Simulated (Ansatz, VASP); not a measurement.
# Br: VASP beside Ansatz

```xyz
4
Lattice="3.3632 -2.3226 0.0000 3.3632 2.3226 0.0000 0.0000 0.0000 8.7023" Properties=species:S:1:pos:R:3 pbc="T T T"
Br    3.3632    0.6266    3.3948
Br    3.3632    1.6959    7.7459
Br    3.3632   -0.6266    5.3075
Br    3.3632   -1.6959    0.9564
```

Alike in both runs: functional PBE; k mesh 7 × 7 × 3; occupations fermi-dirac, width 0.05 eV; no spin polarisation.

```csv
,VASP,Ansatz
version,VASP 6.6.1,Ansatz 0.2.0
potentials or method,"VASP PAW PBE potentials, release 64 (Br)",Ansatz PAW
plane-wave cutoff (eV),520,420
valence electrons in the cell,28,28
task,single point,band structure
```

|  | VASP | Ansatz | Ansatz less VASP |
| --- | --- | --- | --- |
| gap on the k mesh at the Fermi level (eV) | 1.90 | 1.90 | -0.001 |
| least direct gap on the mesh (eV) | 1.92 | 1.92 | -0.001 |
| pressure (GPa) | 1.9 | 1.8 | -0.02 |
| largest component of the traceless stress (GPa) | 1.20 | 1.17 | -0.027 |
| rms of the force components (eV/Å) | 0.509 | 0.502 | -0.0069 |

Atom by atom the forces differ by 0.007 eV/Å (rms over components). With one functional, cell and mesh, what is left measures potentials, basis and numerics.

Caveats: an odd mesh through Γ misses points on the zone boundary, where band edges often lie (VASP). As with any semilocal functional, this PBE gap is likely too small.
